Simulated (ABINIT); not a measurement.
Ru, 2 atoms in the cell. It takes space group P6_3/mmc (No. 194, hexagonal). The conventional cell has a = 2.706 Å, b = 2.706 Å, c = 4.282 Å, α = 90.00°, β = 90.00°, γ = 120.00°. Ru (site symmetry -6m2) has 12 Ru at 2.65 to 2.71 Å as nearest neighbours. 

| Property | Result |
| --- | --- |
| Program | ABINIT 10.8.3 (patched build) |
| Task | equation of state |
| Functional | PBEsol |
| Potentials or basis | PseudoDojo NC SR PBEsol v0.4.1 standard |
| Cutoff | 1143 eV |
| k mesh | 11 × 11 × 6 |
| Occupations | fermi-dirac, width 0.05 eV |
| Spin | no spin polarisation |

Potentials or basis: PseudoDojo NC SR PBEsol v0.4.1 standard.

Run with:

```bash
$ abinit run.abi > log 2>&1
```

Hardware: 1 thread of Intel(R) Xeon(R) 6975P-C (Granite Rapids) (shared host).

Task: Estimate the wall time of this run.

Result: It took 5.1 min on 1 thread of Intel(R) Xeon(R) 6975P-C (Granite Rapids), with other jobs on the host, peak memory 0.14 GiB. Counts: scf iterations 56, mpi ranks 1, k points 64, bands 20, plane waves 2273.
